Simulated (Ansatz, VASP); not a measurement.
Si: VASP beside Ansatz

Contents of INCAR:

```
PREC     = Accurate       # precision mode
ENCUT    = 520            # plane-wave cutoff, eV
EDIFF    = 1E-7           # SCF threshold, eV
ISMEAR   = 0              # smearing method
SIGMA    = 0.05           # smearing width, eV
LREAL    = False          # projectors in reciprocal space
LASPH    = True           # aspherical terms in the spheres
NELM     = 80             # most SCF steps
ALGO     = Normal         # electronic algorithm
ISIF     = 2              # what is computed and relaxed
LWAVE    = False          # write WAVECAR
LCHARG   = False          # write CHGCAR
GGA      = PE             # functional
NBANDS   = 8              # bands
```

File KPOINTS:

```
Automatic mesh
0
Gamma
  13 13 13
```

The input POSCAR:

```
Si
1.0
   -1.6269149300      1.6269149300      1.3203298500
    1.6269149300     -1.6269149300      1.3203298500
    1.6269149300      1.6269149300     -1.3203298500
Si
1
Direct
    0.0000000000      0.0000000000      0.0000000000
```

input.yaml

```yaml
crystal:
  lattice:
    - [-1.62691493, 1.62691493, 1.32032985]
    - [1.62691493, -1.62691493, 1.32032985]
    - [1.62691493, 1.62691493, -1.32032985]
  atoms:
    - { symbol: Si, position: [0.0, 0.0, 0.0] }
kpoints:
  mp_grid: { grid: [13, 13, 13] }
scf:
  occupations: { method: gaussian, width: 0.05 }
hamiltonian:
  xc: pbe
  pseudopotentials: { kind: all_electron, lapw: { basis_error: 0.001 } }
output:
  forces: true
  stress: true
  eigenvalues: true
```

This isn't the form of Si at room conditions, which is diamond.

Alike in both runs: task single point; functional PBE; k mesh 13 × 13 × 13; occupations gaussian, width 0.05 eV; no spin polarisation.

|  | VASP | Ansatz |
| --- | --- | --- |
| version | VASP 6.6.1 | Ansatz 0.2.0 |
| potentials or method | VASP PAW PBE potentials, release 64 (Si) | all-electron LAPW, scalar-relativistic |
| plane-wave cutoff (eV) | 520 | see its input |

|  | VASP | Ansatz | Ansatz less VASP |
| --- | --- | --- | --- |
| gap on the k mesh at the Fermi level (eV) | none | none | - |
| pressure (GPa) | 3.4 | 3.5 | +0.09 |
| largest component of the traceless stress (GPa) | 2.50 | 2.47 | -0.033 |

A gap of «none» marks a metal or a gap that the smearing closes. Ansatz ran all-electron here, so the differences hold the error of VASP's frozen core and of both bases.
